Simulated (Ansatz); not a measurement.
# MnS and the effect of the pressure

The cell as given:

Symmetry: F-43m, No. 216, cubic system. The conventional cell has a = 4.947 Å, b = 4.947 Å, c = 4.947 Å, α = 90.00°, β = 90.00°, γ = 90.00°. Around Mn (site symmetry -43m) lie 4 S at 2.14 Å. Around S (site symmetry -43m) lie 4 Mn at 2.14 Å.

The cell is a database's computed one, not the measured one.

Kept alike: task relaxation of cell and atoms; functional PBEsol; k mesh 9 × 9 × 9; occupations fermi-dirac, width 0.05 eV; collinear spin, ferromagnetic start. Program: Ansatz, all-electron LAPW, scalar-relativistic. The mesh is that of the run's cell of 2 atoms. No spin-orbit coupling.

| run | volume (Å³/atom) | largest site moment (μB) |
| --- | --- | --- |
| A | 14.816 | 0.20 |
| B | 13.982 | 0.10 |
| C | 14.369 | 0.16 |

The relaxations keep at least the cell's symmetry (F-43m). The runs follow the start's structure, whether or not it is the stable one at these pressures. P is the pressure aimed at, which the runs meet within some hundredths to tenths of a GPa. The runs hold the magnetic state that their start led to, which needn't be the lowest. Site moments count inside each atom's sphere or projector.

The runs differ in the pressure alone: 0; 5; 10 GPa. Which run is which?

Run A is 0 GPa; run B is 10 GPa; run C is 5 GPa. The volume falls from 14.816 to 13.982 Å³/atom between 0 and 10 GPa. The largest site moment falls from 0.20 to 0.10 μB between 0 and 10 GPa.
